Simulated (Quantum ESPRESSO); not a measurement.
# AlN (F-43m) in Quantum ESPRESSO: a series of runs, part 3 of 3

Quantum ESPRESSO 7.5. The steps go on from the part before.

## 4. Dielectric tensor, PBEsol

pw.in

```
&CONTROL
  calculation = 'scf'
  prefix = 'pwscf'
  outdir = './tmp'
  pseudo_dir = './pseudo'
  tprnfor = .true.
  tstress = .true.
  disk_io = 'low'
/
&SYSTEM
  ibrav = 0
  nat = 2
  ntyp = 2
  ecutwfc = 45
  ecutrho = 360
  nbnd = 9
  occupations = 'smearing'
  smearing = 'fd'
  degauss = 0.00367493
/
&ELECTRONS
  conv_thr = 4d-10
  electron_maxstep = 120
  mixing_beta = 0.5
/
ATOMIC_SPECIES
Al    26.9815 al_pbesol_v1.uspp.F.UPF
N     14.0070 n_pbesol_v1.2.uspp.F.UPF
CELL_PARAMETERS angstrom
   0.0000000000    2.1839935596    2.1839935596
   2.1839935596    0.0000000000    2.1839935596
   2.1839935596    2.1839935596    0.0000000000
ATOMIC_POSITIONS angstrom
Al     0.0000000000    0.0000000000    0.0000000000
N      1.0919967798    1.0919967798    1.0919967798
K_POINTS automatic
8 8 8 1 1 1
```

scf2.in

```
&CONTROL
  calculation = 'scf'
  prefix = 'pwscf'
  outdir = './tmp'
  pseudo_dir = './pseudo'
  tprnfor = .true.
  tstress = .true.
  disk_io = 'low'
/
&SYSTEM
  ibrav = 0
  nat = 2
  ntyp = 2
  ecutwfc = 45
  ecutrho = 360
  nbnd = 9
  occupations = 'fixed'
/
&ELECTRONS
  conv_thr = 1d-13
  electron_maxstep = 120
  mixing_beta = 0.5
  startingpot = 'file'
  startingwfc = 'file'
/
ATOMIC_SPECIES
Al    26.9815 al_pbesol_v1.uspp.F.UPF
N     14.0070 n_pbesol_v1.2.uspp.F.UPF
CELL_PARAMETERS angstrom
   0.0000000000    2.1839935596    2.1839935596
   2.1839935596    0.0000000000    2.1839935596
   2.1839935596    2.1839935596    0.0000000000
ATOMIC_POSITIONS angstrom
Al     0.0000000000    0.0000000000    0.0000000000
N      1.0919967798    1.0919967798    1.0919967798
K_POINTS automatic
8 8 8 1 1 1
```

ph.in

```
dielectric of AlN
&INPUTPH
  prefix = 'pwscf'
  outdir = './tmp'
  tr2_ph = 1d-18
  fildyn = 'dyn'
  niter_ph = 90
  alpha_mix(1) = 0.7
  epsil = .true.
  trans = .false.
  zeu = .true.
/
0.0000000000 0.0000000000 0.0000000000
```

Potentials or basis: GBRV 1.5 PBEsol.

The run is started by

```sh
$ OMP_NUM_THREADS=1 pw.x -in pw.in > pw.out
$ OMP_NUM_THREADS=1 pw.x -in scf2.in > scf2.out
$ OMP_NUM_THREADS=1 ph.x -in ph.in > ph.out
```

pw.out:

```text
This program is part of the open-source Quantum ESPRESSO suite
     for quantum simulation of materials; please cite
[... 9 lines left out ...]
     --------------------
     sticks:   dense  smooth     PW     G-vecs:    dense   smooth      PW
     Sum         847     421    151                16361     5769    1139

     Using Slab Decomposition

     bravais-lattice index     =            0
     lattice parameter (alat)  =       5.8367  a.u.
     unit-cell volume          =     140.5985 (a.u.)^3
     number of atoms/cell      =            2
     number of atomic types    =            2
     number of electrons       =         8.00
     number of Kohn-Sham states=            9
     kinetic-energy cutoff     =      45.0000  Ry
     charge density cutoff     =     360.0000  Ry
     scf convergence threshold =      4.0E-10
     mixing beta               =       0.5000
     number of iterations used =            8  plain     mixing
     Exchange-correlation= SLA  PW   PSX  PSC
                           (   1   4  10   8   0   0   0)

     celldm(1)=   5.836671  celldm(2)=   0.000000  celldm(3)=   0.000000
     celldm(4)=   0.000000  celldm(5)=   0.000000  celldm(6)=   0.000000

     crystal axes: (cart. coord. in units of alat)
               a(1) = (   0.000000   0.707107   0.707107 )
               a(2) = (   0.707107   0.000000   0.707107 )
               a(3) = (   0.707107   0.707107   0.000000 )

     reciprocal axes: (cart. coord. in units 2 pi/alat)
               b(1) = ( -0.707107  0.707107  0.707107 )
               b(2) = (  0.707107 -0.707107  0.707107 )
               b(3) = (  0.707107  0.707107 -0.707107 )

     PseudoPot. # 1 for Al read from file:
     al_pbesol_v1.uspp.F.UPF
     Pseudo is Ultrasoft + core correction, Zval =  3.0
     Generated by new atomic code, or converted to UPF format
     Using radial grid of  893 points,  3 beta functions with:
                l(1) =   0
                l(2) =   1
                l(3) =   2
     Q(r) pseudized with  8 coefficients,  rinner =    0.900   0.900   0.900
                                                       0.900   0.900

     PseudoPot. # 2 for N  read from file:
     n_pbesol_v1.2.uspp.F.UPF
     Pseudo is Ultrasoft + core correction, Zval =  5.0
     Generated by new atomic code, or converted to UPF format
     Using radial grid of  729 points,  4 beta functions with:
                l(1) =   0
                l(2) =   0
                l(3) =   1
                l(4) =   1
     Q(r) pseudized with  8 coefficients,  rinner =    0.900   0.900   0.900

     atomic species   valence    mass     pseudopotential
     Al                3.00    26.98150     Al( 1.00)
     N                 5.00    14.00700     N ( 1.00)

     24 Sym. Ops. (no inversion) found

   Cartesian axes

     site n.     atom                  positions (alat units)
         1        Al     tau(   1) = (   0.0000000   0.0000000   0.0000000  )
         2        N      tau(   2) = (   0.3535534   0.3535534   0.3535534  )

     number of k points=    60  Fermi-Dirac smearing, width (Ry)=  0.0037
                       cart. coord. in units 2pi/alat
        k(    1) = (   0.0441942   0.0441942   0.0441942), wk =   0.0078125
        k(    2) = (   0.1325825   0.1325825  -0.0441942), wk =   0.0234375
        k(    3) = (   0.2209709   0.2209709  -0.1325825), wk =   0.0234375
        k(    4) = (   0.3093592   0.3093592  -0.2209709), wk =   0.0234375
        k(    5) = (  -0.3093592  -0.3093592   0.3977476), wk =   0.0234375
        k(    6) = (  -0.2209709  -0.2209709   0.3093592), wk =   0.0234375
[... 52 lines left out ...]
        k(   59) = (   0.3093592   0.3093592   0.3093592), wk =   0.0078125
        k(   60) = (  -0.3093592  -0.3093592   0.9280777), wk =   0.0234375

     Dense  grid:    16361 G-vectors     FFT dimensions: (  36,  36,  36)

     Smooth grid:     5769 G-vectors     FFT dimensions: (  25,  25,  25)

     Initial potential from superposition of free atoms

     starting charge       7.9976, renormalised to       8.0000
     Starting wfcs are    8 randomized atomic wfcs +    1 random wfcs

     Self-consistent Calculation

     iteration #  1     ecut=    45.00 Ry     beta= 0.50
     Davidson diagonalization with overlap
     ethr =  1.00E-02,  avg # of iterations =  5.3

     total energy              =     -26.79734029 Ry
     estimated scf accuracy    <       0.57295160 Ry
[... 64 lines left out ...]
     iteration # 11     ecut=    45.00 Ry     beta= 0.50
     Davidson diagonalization with overlap
     ethr =  8.45E-12,  avg # of iterations =  1.5

     End of self-consistent calculation

          k = 0.0442 0.0442 0.0442 (   722 PWs)   bands (ev):

    -8.0958   6.5105   6.8439   6.8439  11.2617  19.0452  19.2687  19.2687
    23.6824
[... 128 lines left out ...]
    -5.4265   1.9608   4.8425   5.0691  10.2869  15.4473  20.4982  22.2318
    22.2714

          k =-0.5745 0.1326-0.0442 (   717 PWs)   bands (ev):

    -5.6665   2.2881   4.6242   5.1119  11.3203  16.1566  19.4682  21.2926
    22.2632

          k =-0.4861 0.2210-0.1326 (   716 PWs)   bands (ev):

    -5.9337   2.0197   4.8051   5.6745  13.1215  16.5776  18.4455  19.8495
    22.4941

          k =-0.4861 0.0442 0.0442 (   711 PWs)   bands (ev):

    -6.1768   2.7749   5.2743   5.3994  11.5321  16.0670  19.0540  21.4210
    21.6353

          k =-0.3977 0.1326-0.0442 (   718 PWs)   bands (ev):

    -6.6071   3.1229   5.4056   5.8671  12.9307  16.9739  17.7982  20.4159
    21.4014

          k =-0.3094 0.0442 0.0442 (   712 PWs)   bands (ev):
[... 141 lines left out ...]
    -5.9367   1.1581   5.5520   6.2166  14.6827  15.3090  18.3675  18.7352
    24.8288

     the Fermi energy is     8.3665 ev

!    total energy              =     -26.96819272 Ry
     estimated scf accuracy    <          1.6E-13 Ry
     smearing contrib. (-TS)   =      -0.00000000 Ry
     internal energy E=F+TS    =     -26.96819272 Ry

     The total energy is F=E-TS. E is the sum of the following terms:
     one-electron contribution =      -0.95890970 Ry
     hartree contribution      =       5.58348535 Ry
     xc contribution           =      -9.79280916 Ry
     ewald contribution        =     -21.79995921 Ry

     convergence has been achieved in  11 iterations

     Forces acting on atoms (cartesian axes, Ry/au):

     atom    1 type  1   force =     0.00000000    0.00000000    0.00000000
     atom    2 type  2   force =    -0.00000000   -0.00000000   -0.00000000

     Total force =     0.000000     Total SCF correction =     0.000000

     Computing stress (Cartesian axis) and pressure

          total   stress  (Ry/bohr**3)                   (kbar)     P=       16.86
   0.00011459   0.00000000   0.00000000           16.86        0.00        0.00
   0.00000000   0.00011459  -0.00000000            0.00       16.86       -0.00
   0.00000000  -0.00000000   0.00011459            0.00       -0.00       16.86

=------------------------------------------------------------------------------=
   JOB DONE.
=------------------------------------------------------------------------------=
```

Run time: 30 s. Hardware: 1 thread of Arm Neoverse V2, shared host; peak memory 0.05 GiB.

Results:

* Free energy: -366.9210 eV
* Pressure: 1.7 GPa
* Electronic dielectric tensor (diagonal): 4.64
* Born charges (mean of the diagonal): Al +2.55; N -2.55 e

Electronic dielectric tensor:
```
4.64 0.00 0.00
0.00 4.64 0.00
0.00 0.00 4.64
```

Born effective charge tensors (e):
atom 1, Al
```
2.55 0.00 0.00
0.00 2.55 0.00
0.00 0.00 2.55
```
atom 2, N
```
-2.55  0.00  0.00
 0.00 -2.55  0.00
 0.00  0.00 -2.55
```

## 5. Dielectric tensor, WC

pw.in, as its differences from that of step 4:

```diff
@@ -16,2 +16,3 @@
   nbnd = 9
+  input_dft = 'wc'
   occupations = 'smearing'
@@ -26,4 +27,4 @@
 ATOMIC_SPECIES
-Al    26.9815 al_pbesol_v1.uspp.F.UPF
-N     14.0070 n_pbesol_v1.2.uspp.F.UPF
+Al    26.9815 al_pbe_v1.uspp.F.UPF
+N     14.0070 n_pbe_v1.2.uspp.F.UPF
 CELL_PARAMETERS angstrom
```

scf2.in, as its differences from that of step 4:

```diff
@@ -16,2 +16,3 @@
   nbnd = 9
+  input_dft = 'wc'
   occupations = 'fixed'
@@ -26,4 +27,4 @@
 ATOMIC_SPECIES
-Al    26.9815 al_pbesol_v1.uspp.F.UPF
-N     14.0070 n_pbesol_v1.2.uspp.F.UPF
+Al    26.9815 al_pbe_v1.uspp.F.UPF
+N     14.0070 n_pbe_v1.2.uspp.F.UPF
 CELL_PARAMETERS angstrom
```

ph.in is that of step 4.

Potentials or basis: GBRV 1.5 PBE.

The run is started by

```sh
$ OMP_NUM_THREADS=1 pw.x -in pw.in > pw.out
$ OMP_NUM_THREADS=1 pw.x -in scf2.in > scf2.out
$ OMP_NUM_THREADS=1 ph.x -in ph.in > ph.out
```

pw.out:

```text
This program is part of the open-source Quantum ESPRESSO suite
     for quantum simulation of materials; please cite
         "P. Giannozzi et al., J. Phys.:Condens. Matter 21 395502 (2009);
         "P. Giannozzi et al., J. Phys.:Condens. Matter 29 465901 (2017);
         "P. Giannozzi et al., J. Chem. Phys. 152 154105 (2020);
     in publications or presentations arising from this work. More details at

     IMPORTANT: XC functional enforced from input :
     Exchange-correlation= WC
                           (   1   4  11   4   0   0   0)
     Any further DFT definition will be discarded
     Please, verify this is what you really want

     Message from routine setup:
     using ibrav=0 with symmetry is DISCOURAGED, use correct ibrav instead

     G-vector sticks info
     --------------------
     sticks:   dense  smooth     PW     G-vecs:    dense   smooth      PW
     Sum         847     421    151                16361     5769    1139

     Using Slab Decomposition

     bravais-lattice index     =            0
     lattice parameter (alat)  =       5.8367  a.u.
     unit-cell volume          =     140.5985 (a.u.)^3
     number of atoms/cell      =            2
     number of atomic types    =            2
     number of electrons       =         8.00
     number of Kohn-Sham states=            9
     kinetic-energy cutoff     =      45.0000  Ry
     charge density cutoff     =     360.0000  Ry
     scf convergence threshold =      4.0E-10
     mixing beta               =       0.5000
     number of iterations used =            8  plain     mixing
     Exchange-correlation= WC
                           (   1   4  11   4   0   0   0)

     celldm(1)=   5.836671  celldm(2)=   0.000000  celldm(3)=   0.000000
     celldm(4)=   0.000000  celldm(5)=   0.000000  celldm(6)=   0.000000

     crystal axes: (cart. coord. in units of alat)
               a(1) = (   0.000000   0.707107   0.707107 )
               a(2) = (   0.707107   0.000000   0.707107 )
               a(3) = (   0.707107   0.707107   0.000000 )

     reciprocal axes: (cart. coord. in units 2 pi/alat)
               b(1) = ( -0.707107  0.707107  0.707107 )
               b(2) = (  0.707107 -0.707107  0.707107 )
               b(3) = (  0.707107  0.707107 -0.707107 )

     PseudoPot. # 1 for Al read from file:
     al_pbe_v1.uspp.F.UPF
     Pseudo is Ultrasoft + core correction, Zval =  3.0
     Generated by new atomic code, or converted to UPF format
     Using radial grid of  893 points,  3 beta functions with:
                l(1) =   0
                l(2) =   1
                l(3) =   2
     Q(r) pseudized with  8 coefficients,  rinner =    0.900   0.900   0.900
                                                       0.900   0.900

     PseudoPot. # 2 for N  read from file:
     n_pbe_v1.2.uspp.F.UPF
     Pseudo is Ultrasoft + core correction, Zval =  5.0
     Generated by new atomic code, or converted to UPF format
     Using radial grid of  729 points,  4 beta functions with:
                l(1) =   0
                l(2) =   0
                l(3) =   1
                l(4) =   1
     Q(r) pseudized with  8 coefficients,  rinner =    0.900   0.900   0.900

     atomic species   valence    mass     pseudopotential
     Al                3.00    26.98150     Al( 1.00)
     N                 5.00    14.00700     N ( 1.00)

     24 Sym. Ops. (no inversion) found

   Cartesian axes

     site n.     atom                  positions (alat units)
         1        Al     tau(   1) = (   0.0000000   0.0000000   0.0000000  )
         2        N      tau(   2) = (   0.3535534   0.3535534   0.3535534  )

     number of k points=    60  Fermi-Dirac smearing, width (Ry)=  0.0037
                       cart. coord. in units 2pi/alat
        k(    1) = (   0.0441942   0.0441942   0.0441942), wk =   0.0078125
        k(    2) = (   0.1325825   0.1325825  -0.0441942), wk =   0.0234375
        k(    3) = (   0.2209709   0.2209709  -0.1325825), wk =   0.0234375
        k(    4) = (   0.3093592   0.3093592  -0.2209709), wk =   0.0234375
        k(    5) = (  -0.3093592  -0.3093592   0.3977476), wk =   0.0234375
        k(    6) = (  -0.2209709  -0.2209709   0.3093592), wk =   0.0234375
[... 52 lines left out ...]
        k(   59) = (   0.3093592   0.3093592   0.3093592), wk =   0.0078125
        k(   60) = (  -0.3093592  -0.3093592   0.9280777), wk =   0.0234375

     Dense  grid:    16361 G-vectors     FFT dimensions: (  36,  36,  36)

     Smooth grid:     5769 G-vectors     FFT dimensions: (  25,  25,  25)

     Initial potential from superposition of free atoms

     starting charge       7.9975, renormalised to       8.0000
     Starting wfcs are    8 randomized atomic wfcs +    1 random wfcs

     Self-consistent Calculation

     iteration #  1     ecut=    45.00 Ry     beta= 0.50
     Davidson diagonalization with overlap
     ethr =  1.00E-02,  avg # of iterations =  5.4

     total energy              =     -26.82351218 Ry
     estimated scf accuracy    <       0.55878956 Ry

     iteration #  2     ecut=    45.00 Ry     beta= 0.50
     Davidson diagonalization with overlap
     ethr =  6.98E-03,  avg # of iterations =  1.9

     total energy              =     -26.97745419 Ry
     estimated scf accuracy    <       0.07759812 Ry

     iteration #  3     ecut=    45.00 Ry     beta= 0.50
     Davidson diagonalization with overlap
     ethr =  9.70E-04,  avg # of iterations =  1.0
[... 43 lines left out ...]
     total energy              =     -26.99001806 Ry
     estimated scf accuracy    <          2.8E-09 Ry

     iteration # 10     ecut=    45.00 Ry     beta= 0.50
     Davidson diagonalization with overlap
     ethr =  1.70E-11,  avg # of iterations =  1.0

     total energy              =     -26.99001806 Ry
     estimated scf accuracy    <          7.3E-10 Ry

     iteration # 11     ecut=    45.00 Ry     beta= 0.50
     Davidson diagonalization with overlap
     ethr =  9.17E-12,  avg # of iterations =  1.5

     End of self-consistent calculation

          k = 0.0442 0.0442 0.0442 (   722 PWs)   bands (ev):

    -8.1400   6.5098   6.8457   6.8457  11.2289  19.0397  19.2650  19.2650
    23.6882

          k = 0.1326 0.1326-0.0442 (   713 PWs)   bands (ev):

    -7.8366   5.2341   6.5224   6.8326  12.2882  18.4027  19.2776  19.4620
    21.8147

          k = 0.2210 0.2210-0.1326 (   721 PWs)   bands (ev):

    -7.1542   3.2038   6.2525   6.6589  13.4995  17.3842  18.7161  18.8776
    22.3555

          k = 0.3094 0.3094-0.2210 (   724 PWs)   bands (ev):

    -6.3674   1.5014   6.1205   6.4418  14.1285  16.3902  18.1352  18.3820
    24.4049
[... 103 lines left out ...]
    -5.7568   1.6846   4.3507   5.8199  13.6882  16.1261  18.9317  19.4051
    23.6739

          k = 0.2210-0.3094 0.3977 (   718 PWs)   bands (ev):

    -6.1157   1.2664   5.7796   6.2452  14.4777  15.6239  18.3493  18.5924
    24.2916

          k =-0.6629 0.0442 0.0442 (   720 PWs)   bands (ev):

    -5.4777   1.9492   4.8399   5.0665  10.3005  15.4295  20.4870  22.2347
    22.2732

          k =-0.5745 0.1326-0.0442 (   717 PWs)   bands (ev):

    -5.7167   2.2768   4.6211   5.1099  11.3329  16.1412  19.4530  21.2940
    22.2646

          k =-0.4861 0.2210-0.1326 (   716 PWs)   bands (ev):

    -5.9832   2.0113   4.8001   5.6732  13.1314  16.5636  18.4297  19.8520
    22.4941

          k =-0.4861 0.0442 0.0442 (   711 PWs)   bands (ev):

    -6.2251   2.7630   5.2723   5.3977  11.5424  16.0504  19.0382  21.4224
    21.6366

          k =-0.3977 0.1326-0.0442 (   718 PWs)   bands (ev):

    -6.6543   3.1125   5.4034   5.8659  12.9358  16.9590  17.7828  20.4174
    21.4025

          k =-0.3094 0.0442 0.0442 (   712 PWs)   bands (ev):

    -7.2664   4.2130   6.0465   6.0543  12.9835  17.2822  18.2176  20.2801
    20.5660

          k = 0.1326 0.1326 0.1326 (   718 PWs)   bands (ev):

    -7.6916   4.6204   6.6966   6.6966  12.5927  18.1283  19.3323  19.3323
    22.5731

          k = 0.2210 0.2210 0.0442 (   718 PWs)   bands (ev):

    -7.2769   3.7807   5.8471   6.7423  13.5097  17.6317  18.3351  19.3518
    21.2825
[... 118 lines left out ...]
    -5.6882   1.8311   4.1169   5.7372  12.9736  16.5741  19.0808  19.8090
    22.7470

          k = 0.3094 0.3094 0.3094 (   724 PWs)   bands (ev):

    -6.2128   1.0950   6.3794   6.3794  14.0159  16.6973  17.9331  17.9331
    24.3621

          k =-0.3094-0.3094 0.9281 (   719 PWs)   bands (ev):

    -5.9869   1.1515   5.5485   6.2159  14.6686  15.3093  18.3715  18.7324
    24.8241

     the Fermi energy is     8.3420 ev

!    total energy              =     -26.99001806 Ry
     estimated scf accuracy    <          2.8E-13 Ry
     smearing contrib. (-TS)   =      -0.00000000 Ry
     internal energy E=F+TS    =     -26.99001806 Ry

     The total energy is F=E-TS. E is the sum of the following terms:
     one-electron contribution =      -0.94755236 Ry
     hartree contribution      =       5.58938799 Ry
     xc contribution           =      -9.83189448 Ry
     ewald contribution        =     -21.79995921 Ry

     convergence has been achieved in  11 iterations

     Forces acting on atoms (cartesian axes, Ry/au):

     atom    1 type  1   force =    -0.00000000   -0.00000000   -0.00000000
     atom    2 type  2   force =     0.00000000   -0.00000000    0.00000000

     Total force =     0.000000     Total SCF correction =     0.000000

     Computing stress (Cartesian axis) and pressure

          total   stress  (Ry/bohr**3)                   (kbar)     P=       22.92
   0.00015583   0.00000000  -0.00000000           22.92        0.00       -0.00
   0.00000000   0.00015583   0.00000000            0.00       22.92        0.00
  -0.00000000   0.00000000   0.00015583           -0.00        0.00       22.92

=------------------------------------------------------------------------------=
   JOB DONE.
=------------------------------------------------------------------------------=
```

It took 30 s on 1 thread of Arm Neoverse V2, shared host; peak memory 0.05 GiB.

What came out:

* Free energy: -367.2179 eV
* Pressure: 2.3 GPa
* Electronic dielectric tensor (diagonal): 4.64
* Born charges (mean of the diagonal): Al +2.55; N -2.55 e

Electronic dielectric tensor:
```
4.64 0.00 0.00
0.00 4.64 0.00
0.00 0.00 4.64
```

Born effective charge tensors (e):
atom 1, Al
```
2.55 0.00 0.00
0.00 2.55 0.00
0.00 0.00 2.55
```
atom 2, N
```
-2.55  0.00  0.00
 0.00 -2.55  0.00
 0.00  0.00 -2.55
```

Caveat: the potentials were made for another functional, which shifts forces and pressure.

## 6. The runs side by side

```csv
level,potentials or basis,form of the LDA correlation,pressure (GPa)
LDA,GBRV 1.5 LDA,PZ81,-2.8
PBE,GBRV 1.5 PBE,-,5.4
PBEsol,GBRV 1.5 PBEsol,-,1.7
WC,GBRV 1.5 PBE,-,2.3
```

Alike in all rows: task dielectric tensor; no spin polarisation; cell as given; k mesh 8 × 8 × 8, shifted; cutoff (eV) 612; smearing fermi-dirac 0.05 eV.

Caveats: the cell is more than 3 GPa from zero pressure, which shifts response properties (some runs); the potentials were made for another functional, which shifts forces and pressure (some runs).

Total energies depend on the potentials used, so only differences within one code and one set of settings carry meaning.
